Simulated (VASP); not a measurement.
# CdO (Monteponite) (Fm-3m) in VASP: notebook, part 2 of 2

VASP 6.6.1. The steps go on from the part before.

## (4) Relaxation of cell and atoms, LDA

The input, INCAR:

```
SYSTEM = CdO
PREC = Accurate
ENCUT = 600
EDIFF = 1E-6
ISMEAR = 0
SIGMA = 0.03
LREAL = .False.
LASPH = .True.
NELM = 80
ALGO = Normal
ISIF = 3
LWAVE = .False.
LCHARG = .False.
GGA = CA
IBRION = 2
NSW = 90
EDIFFG = -0.01
```

The input, KPOINTS:

```
regular mesh
0
Gamma
  12 12 12
  0 0 0
```

The input, POSCAR:

```
CdO
1.0
    0.0000000000      2.3495000000      2.3495000000
    2.3495000000      0.0000000000      2.3495000000
    2.3495000000      2.3495000000      0.0000000000
Cd O
1 1
Direct
    0.0000000000      0.0000000000      0.0000000000
    0.5000000000      0.5000000000      0.5000000000
```

Potentials or basis: VASP PAW LDA potentials, release 64 (Cd, O).

Run with:

```sh
$ cat potpaw_LDA.64/Cd/POTCAR potpaw_LDA.64/O/POTCAR > POTCAR
$ mpirun -np 1 vasp_std > vasp.out
```

OUTCAR:

```text
SYSTEM = CdO
   PREC = Accurate
   ENCUT = 600
   EDIFF = 1E-6
   ISMEAR = 0
   LREAL = .False.
   LASPH = .True.
   NELM = 80
   ISIF = 3
   GGA = CA
   IBRION = 2
   NSW = 90
   EDIFFG = -0.01

 ion  position               nearest neighbor table
   1  0.000  0.000  0.000-   2 2.35   2 2.35   2 2.35   2 2.35   2 2.35   2 2.35
   2  0.500  0.500  0.500-   1 2.35   1 2.35   1 2.35   1 2.35   1 2.35   1 2.35

  LATTYP: Found a face centered cubic cell.
 ALAT       =     4.6990000000

  Lattice vectors:

 A1 = (   0.0000000000,   2.3495000000,   2.3495000000)
 A2 = (   2.3495000000,   0.0000000000,   2.3495000000)
 A3 = (   2.3495000000,   2.3495000000,   0.0000000000)

Analysis of symmetry for initial positions (statically):
=====================================================================
 Subroutine PRICEL returns:
[... 269 lines left out ...]
      5      -4.3349      2.00000
      6      -4.3349      2.00000
      7       0.5925      2.00000
      8       0.5925      2.00000
      9       0.5925      2.00000
     10       1.6348      2.00000
     11      16.9268      0.00000
     12      19.1680      0.00000
     13      19.1680      0.00000
[... 354 lines left out ...]
  band No.  band energies     occupation
      1     -14.3783      2.00000
      2      -5.5427      2.00000
      3      -5.1937      2.00000
      4      -5.0914      2.00000
      5      -4.0742      2.00000
      6      -4.0479      2.00000
      7      -1.7578      2.00000
      8       0.8286      2.00000
      9       1.8221      2.00000
     10       7.6662      0.00000
     11       9.1020      0.00000
     12      12.3327      0.00000
     13      14.3420      0.00000

 [... further k-points ...]

------------------------ aborting loop because EDIFF is reached ----------------------------------------

  FORCE on cell =-STRESS in cart. coord.  units (eV):
  Direction    XX          YY          ZZ          XY          YZ          ZX
  --------------------------------------------------------------------------------------
  -------------------------------------------------------------------------------------
  Total       -0.0057453     -0.0057453     -0.0057453     -0.0000000      0.0000000     -0.0000000
  in kB       -0.3656951     -0.3656951     -0.3656951     -0.0000000      0.0000000     -0.0000000
  external PRESSURE =      -0.3656951 kB  Pullay stress =       0.0000000 kB
[... 17 lines left out ...]
  FREE ENERGIE OF THE ION-ELECTRON SYSTEM (eV)
  ---------------------------------------------------
  free  energy   TOTEN  =        -9.3439281693 eV

  energy  without entropy=       -9.3438832877  energy(sigma->0) =       -9.34390573

 reached required accuracy - stopping structural energy minimisation
```

CONTCAR:

```text
CdO
   1.00000000000000
     0.0000000000000000    2.3260827744404695    2.3260827744404695
     2.3260827744404695    0.0000000000000000    2.3260827744404695
     2.3260827744404695    2.3260827744404695   -0.0000000000000000
  Cd              O
     1     1
Direct
     0.0000000000000000    0.0000000000000000    0.0000000000000000
     0.5000000000000000    0.5000000000000000    0.5000000000000000

  0.00000000E+00  0.00000000E+00  0.00000000E+00
  0.00000000E+00  0.00000000E+00  0.00000000E+00
```

Wall time 24 s (1 thread of Intel Xeon 6975P-C (Granite Rapids), shared host); peak memory 0.17 GiB.

What came out:

```yaml
Free_energy: -9.3439 eV
Relaxed_volume: 12.59 Å³/atom
Relaxed_cell: a = 3.290 Å, b = 3.290 Å, c = 3.290 Å, α = 60.00°, β = 60.00°, γ = 60.00°
Space_group_after_relaxing_to_0.05_Å: Fm-3m (No. 225)
Energy_gained_by_relaxing: 5.7 meV/atom
Ionic_steps: 3
Pressure_after_relaxing: 0.0 GPa
Band_gap_on_the_k_mesh: none (metal or under the smearing width)
```

Step by step:
```tsv
step	energy change (eV)	largest force (eV/Å)	pressure (GPa)	volume (Å³)
1	0.0000	0.0000	-4.57	25.94
2	-0.0039	0.0000	4.06	24.57
3	-0.0113	0.0000	-0.04	25.17
```

Final structure:
```
Cd O
1.0
     0.00000    2.32608    2.32608
     2.32608    0.00000    2.32608
     2.32608    2.32608    0.00000
Cd O
1 1
Cartesian
  0.0000 0.0000 0.0000
  2.3261 2.3261 2.3261
```

Caveat: this crystal is a semiconductor, whose small gap the functional closes, so the metal is an error of the method. Zero-point motion and thermal expansion aren't in these numbers.

## (5) Relaxation of cell and atoms, LDA

This run uses another cell than the first one, of 12.59 Å³/atom, 0.970 times its volume.

Changes to INCAR since step 4:

```diff
@@ -3,3 +3,3 @@
 ENCUT = 600
-EDIFF = 1E-6
+EDIFF = 1E-7
 ISMEAR = 0
@@ -16,2 +16,2 @@
 NSW = 90
-EDIFFG = -0.01
+EDIFFG = -0.005
```

KPOINTS is that of step 4.

The input, POSCAR:

```
CdO                                     
1.0
    0.0000000000      2.3260827744      2.3260827744
    2.3260827744      0.0000000000      2.3260827744
    2.3260827744      2.3260827744     -0.0000000000
  Cd              O             
     1     1
Direct
     0.0000000000000000    0.0000000000000000    0.0000000000000000
     0.5000000000000000    0.5000000000000000    0.5000000000000000
```

Potentials or basis: VASP PAW LDA potentials, release 64 (Cd, O).

Run with:

```sh
$ cat potpaw_LDA.64/Cd/POTCAR potpaw_LDA.64/O/POTCAR > POTCAR
$ mpirun -np 1 vasp_std > vasp.out
```

OUTCAR:

```text
SYSTEM = CdO
   PREC = Accurate
   ENCUT = 600
   EDIFF = 1E-7
   ISMEAR = 0
   LREAL = .False.
   LASPH = .True.
   NELM = 80
   ISIF = 3
   GGA = CA
   IBRION = 2
   NSW = 90
   EDIFFG = -0.005

 ion  position               nearest neighbor table
   1  0.000  0.000  0.000-   2 2.33   2 2.33   2 2.33   2 2.33   2 2.33   2 2.33
   2  0.500  0.500  0.500-   1 2.33   1 2.33   1 2.33   1 2.33   1 2.33   1 2.33

  LATTYP: Found a face centered cubic cell.
 ALAT       =     4.6521655488

  Lattice vectors:

 A1 = (   0.0000000000,   2.3260827744,   2.3260827744)
 A2 = (   2.3260827744,   0.0000000000,   2.3260827744)
 A3 = (   2.3260827744,   2.3260827744,   0.0000000000)

Analysis of symmetry for initial positions (statically):
=====================================================================
 Subroutine PRICEL returns:
 Original cell was already a primitive cell.

 Routine SETGRP: Setting up the symmetry group for a
 face centered cubic supercell.

 Subroutine GETGRP returns: Found 48 space group operations
 (whereof 48 operations were pure point group operations)
 out of a pool of 48 trial point group operations.

The static configuration has the point symmetry O_h .

Analysis of symmetry for dynamics (positions and initial velocities):
=====================================================================
 Subroutine PRICEL returns:
 Original cell was already a primitive cell.

 Routine SETGRP: Setting up the symmetry group for a
 face centered cubic supercell.

 Subroutine GETGRP returns: Found 48 space group operations
 (whereof 48 operations were pure point group operations)
 out of a pool of 48 trial point group operations.

The dynamic configuration has the point symmetry O_h .

 Subroutine INISYM returns: Found 48 space group operations
 (whereof 48 operations are pure point group operations),
 and found     1 'primitive' translations
[... 123 lines left out ...]
   IVDW    =     0    specifies the selected vdW correction
   LEPSILON=     F    determine dielectric tensor
   LRPA    =     F    only Hartree local field effects (RPA)
 conjugate gradient relaxation of ions
 non-spin polarized calculation
 Gauss-broadening in eV      SIGMA  =   0.03
  energy-cutoff  :      600.00
  volume of cell :       25.17
 maximum number of plane-waves:       869
 NGX is ok and might be reduce to    28
   NGX = 13   NGY = 13   NGZ = 13

 number of electron      18.0000003 magnetization

 Free energy of the ion-electron system (eV)
  ---------------------------------------------------
  ext. energy  EPLUGINS =         0.00000000
  ---------------------------------------------------
  free energy    TOTEN  =        -9.34217869 eV

  energy without entropy =       -9.34213382  energy(sigma->0) =       -9.34215626

 E-fermi :   2.1141     XC(G=0): -12.3649

 val. band max:        2.0883683934   @ k =   0.5000   0.0000   0.0000
 cond. band min:       2.4300806575   @ k =   0.0833   0.0000   0.0000
 fundamental gap:      0.3417122641
 Fermi energy:         2.1141464890

 k-point     1 :       0.0000    0.0000    0.0000
  band No.  band energies     occupation
      1     -15.2747      2.00000
      2      -4.6585      2.00000
      3      -4.6585      2.00000
      4      -4.6585      2.00000
      5      -4.3350      2.00000
      6      -4.3350      2.00000
      7       0.5928      2.00000
      8       0.5928      2.00000
      9       0.5928      2.00000
     10       1.6348      2.00000
     11      16.9268      0.00000
     12      19.1679      0.00000
     13      19.1679      0.00000
[... 354 lines left out ...]
  band No.  band energies     occupation
      1     -14.3782      2.00000
      2      -5.5427      2.00000
      3      -5.1936      2.00000
      4      -5.0914      2.00000
      5      -4.0742      2.00000
      6      -4.0479      2.00000
      7      -1.7577      2.00000
      8       0.8289      2.00000
      9       1.8223      2.00000
     10       7.6662      0.00000
     11       9.1021      0.00000
     12      12.3327      0.00000
     13      14.3419      0.00000

 [... further k-points ...]

------------------------ aborting loop because EDIFF is reached ----------------------------------------

  FORCE on cell =-STRESS in cart. coord.  units (eV):
  Direction    XX          YY          ZZ          XY          YZ          ZX
  --------------------------------------------------------------------------------------
  -------------------------------------------------------------------------------------
  Total       -0.0010048     -0.0010048     -0.0010048     -0.0000000     -0.0000000      0.0000000
  in kB       -0.0639558     -0.0639558     -0.0639558     -0.0000000     -0.0000000      0.0000000
  external PRESSURE =      -0.0639558 kB  Pullay stress =       0.0000000 kB

 VOLUME and BASIS-vectors are now :
 -----------------------------------------------------------------------------
  energy-cutoff  :      600.00
  volume of cell :       25.17
      direct lattice vectors                 reciprocal lattice vectors
     0.000000000  2.326082774  2.326082774    -0.214953657  0.214953657  0.214953657
     2.326082774  0.000000000  2.326082774     0.214953657 -0.214953657  0.214953657
     2.326082774  2.326082774  0.000000000     0.214953657  0.214953657 -0.214953657

 POSITION                                       TOTAL-FORCE (eV/Angst)
 -----------------------------------------------------------------------------------
      0.00000      0.00000      0.00000         0.000000      0.000000      0.000000
      2.32608      2.32608      2.32608        -0.000000     -0.000000     -0.000000
 -----------------------------------------------------------------------------------
    total drift:                                0.000000      0.000000      0.000000

  FREE ENERGIE OF THE ION-ELECTRON SYSTEM (eV)
  ---------------------------------------------------
  free  energy   TOTEN  =        -9.3421786916 eV

  energy  without entropy=       -9.3421338195  energy(sigma->0) =       -9.34215626

 reached required accuracy - stopping structural energy minimisation
```

CONTCAR:

```text
CdO
   1.00000000000000
     0.0000000000000000    2.3260827744000001    2.3260827744000001
     2.3260827744000001    0.0000000000000000    2.3260827744000001
     2.3260827744000001    2.3260827744000001    0.0000000000000000
  Cd              O
     1     1
Direct
     0.0000000000000000    0.0000000000000000    0.0000000000000000
     0.5000000000000000    0.5000000000000000    0.5000000000000000

  0.00000000E+00  0.00000000E+00  0.00000000E+00
  0.00000000E+00  0.00000000E+00  0.00000000E+00
```

Wall time 12 s (1 thread of Intel Xeon 6975P-C (Granite Rapids), shared host); peak memory 0.16 GiB.

Results:

| Property | Result |
| --- | --- |
| Free energy | -9.3422 eV |
| Pressure after relaxing | 0.0 GPa |
| Band gap on the k mesh | none (metal or under the smearing width) |

Final structure:
```
CELL_PARAMETERS angstrom
0.00000 2.32608 2.32608
2.32608 0.00000 2.32608
2.32608 2.32608 0.00000
ATOMIC_POSITIONS crystal
Cd 0.00000 0.00000 0.00000
O 0.50000 0.50000 0.50000
```

Levels at points of the mesh, in eV from the Fermi level:
| k point | band 7 | band 8 | band 9 | band 10 | band 11 | band 12 |
| --- | --- | --- | --- | --- | --- | --- |
| (0.00, 0.00, 0.00) | -1.52 | -1.52 | -1.52 | -0.48 | 14.81 | 17.05 |
| (0.50, 0.00, 0.00) | -3.95 | -0.03 | -0.03 | 4.27 | 7.34 | 11.81 |
| (0.50, 0.50, 0.00) | -4.69 | -2.55 | -2.55 | 3.75 | 8.49 | 11.18 |

Caveat: the relaxation stopped at its first step, so nothing moved; this crystal is a semiconductor, whose small gap the functional closes, so the metal is an error of the method.
